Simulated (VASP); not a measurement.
```
InN
1.0
    3.32068     0.00000     0.00000
   -1.66034     2.87580     0.00000
    0.00000     0.00000     5.27139
In N
2 2
Cartesian
  0.00000   1.91720   5.24692
  1.66034   0.95860   2.61122
  0.00000   1.91720   2.00124
  1.66034   0.95860   4.63694
```

The numbers are results of PBEsol GGA, VASP's PBE PAW potentials (set 64) (plane waves; VASP), not measurements. Numerical set-up: 620 eV cut-off, 8×8×4 Γ-centred mesh, Gaussian smearing of 0.050 eV, potentials In_d N.

### Question
Estimate the energy per atom (σ→0), pressure.

### Answer

```yaml
energy per atom (σ→0): -5.450 eV/atom
pressure: 44.91 GPa
```

The structure was generated: InN was put into the wurtzite type (P6_3mc), which need not be its known phase. It was relaxed first under an external pressure of 45 GPa.
